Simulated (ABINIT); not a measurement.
Runs of ABINIT 10.8.3 (patched build) on As. The structure is trigonal, space group R-3m (No. 166). The conventional cell has a = 3.762 Å, b = 3.762 Å, c = 10.542 Å, α = 90.00°, β = 90.00°, γ = 120.00°. Around As (site symmetry 3m) lie 3 As at 2.51 Å. 

```tsv
task	level	potentials or basis	k mesh	cutoff (eV)	bands in the sums	broadening (eV)	scissor shift (eV)	tensor components	gap on the mesh (eV)	pressure (GPa)	largest force (eV/Å)
single point	PBEsol	PseudoDojo NC SR PBEsol v0.4.1 standard	7 × 7 × 7	1034	-	-	-	-	none	-1.5	0.34
single point	LDA	PseudoDojo NC SR LDA v0.4.1 standard	7 × 7 × 7	1088	-	-	-	-	none	-1.7	0.23
optical spectrum	LDA	PseudoDojo NC SR LDA v0.4.1 standard	10 × 10 × 10	1088	23	0.1	0	[11, 33]	none	(b)	(a)
single point	PBEsol	PseudoDojo NC SR PBEsol v0.4.1 standard	7 × 7 × 7	1143	-	-	-	-	none	0.2	0.34
```

Alike in all rows: no spin polarisation; cell as given; smearing fermi-dirac 0.05 eV.

Problem. Estimate the missing entries.

Solution. (a) 0.27; (b) -1.6.

Caveats: the intraband (Drude) term is left out (some runs); spectra need much finer meshes, so this one isn't converged (some runs); independent-particle spectra lack excitons (some runs).

A k mesh can miss the band edges, and the runs leave out spin-orbit coupling on As.

A gap of «none» marks a metal or a gap under the smearing width.

Runs at the PBE level aren't shown here.
